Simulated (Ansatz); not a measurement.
HfN, one cell by several methods

```
Hf N
1.0
     0.00000    2.25900    2.28159
     2.25900    0.00000    2.28159
     2.25900    2.25900    0.00000
Hf N
1 1
Direct
  0.00000 0.00000 0.00000
  0.50000 0.50000 0.50000
```

Atoms are numbered in the order listed.

Conventional cell: a = 3.195 Å, b = 3.195 Å, c = 4.563 Å, α = 90.00°, β = 90.00°, γ = 90.00°. Hf (atom 1) has 6 N at 2.26 to 2.28 Å as nearest neighbours. Around N (atom 2) lie 6 Hf at 2.26 to 2.28 Å.

The geometry is COD entry 1539063, unchecked; take it as a test cell. The listed cell was then made from it by scaling, straining or moving an atom.

Spin polarisation is left out, and whether a magnetic state lies lower isn't shown here.

No spin–orbit coupling, which matters for the heavy atoms here.

Levels of theory: DFT, LDA, PAW with Ansatz's default frozen-core files, scalar-relativistic (Ansatz 0.2.0); DFT, LDA, all-electron PAW with datasets made for the crystal, scalar-relativistic (Ansatz 0.2.0); DFT, LDA, all-electron LAPW, scalar-relativistic (Ansatz 0.2.0).

For PAW: a Γ-centred 10×10×10 k mesh, Fermi–Dirac smearing of 0.03 eV, cutoff 420 eV, no spin polarisation; the PAW files were made with PBE, and the program remakes their frozen cores for this functional. The crystal-made all-electron datasets (AE datasets) take a cutoff of 420 eV at this cell. LAPW targets a basis error of 1 meV/atom. The Ansatz runs share mesh, smearing and spin set-up. Plane-wave (PAW) pressures include the program's estimate of the Pulay term.

Stress and pressure are positive in compression.

No spin–orbit coupling: at heavy atoms the gradients can be off by tens of per cent for that reason.

In a metal, gradients converge slowly with the k mesh: the values move by tens of per cent from one mesh to another, at times in sign, so only the comparison on one mesh counts.

```csv
quantity,PAW,AE datasets,LAPW
pressure (GPa),?,-11.74,-11.74
stress xx (GPa),?,-10.52,-10.51
stress zz (GPa),-14.29,-14.20,-14.20
field gradient Vzz at Hf1 (10²¹ V/m²),4.32,4.29,–
```

Q: Give the missing entry: row "pressure (GPa)", column "PAW".

A: -11.84.

Q: Give the missing entry: row "stress xx (GPa)", column "PAW".

A: -10.62.
